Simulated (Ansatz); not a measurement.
# FeGe (P6/mmm) in Ansatz: equation of state

How stiff is FeGe in PBEsol, and what volume does it want? The cell is scaled to several volumes.

All numbers are computed with Ansatz 0.2.0; they aren't measurements. Logs are shortened: lines on timing, memory, paths and dates and some standing lists are left out, and cuts for length are marked.

### 1 Starting point

Symmetry: P6/mmm, No. 191, hexagonal system. The conventional cell has a = 4.998 Å, b = 4.998 Å, c = 4.116 Å, α = 90.00°, β = 90.00°, γ = 120.00°. Around Ge (site symmetry -6m2) lie 6 Fe at 2.51 Å and 3 Ge at 2.89 Å. Ge (site symmetry 6/mmm) is surrounded by 6 Fe at 2.50 Å. Fe (site symmetry mmm) is surrounded by 6 Ge at 2.50 to 2.51 Å and 4 Fe at 2.50 Å.

The cell is a database's computed one.

### 2 Equation of state, PBEsol, collinear spin, ferromagnetic start

Potentials or basis: all-electron LAPW, scalar-relativistic.

No new run: the results of the series are fitted here.

What came out:

| Quantity | Value |
| --- | --- |
| Equilibrium volume | 13.83 Å³/atom (rough: see the caveat) |
| Bulk modulus at fixed shape and positions | 178 GPa (rough) |

Energy against volume, from the lowest point:
```tsv
volume (Å³/atom)	energy (meV/atom)
13.947	0.00
14.244	5.97
14.540	17.55
14.837	34.09
15.134	54.96
15.431	79.50
15.727	106.91
```

Caveat: the minimum lies outside the volumes run; the cell was scaled at fixed shape and fractional positions, which overstates the stiffness of a crystal with free parameters, most of all of layers and chains.
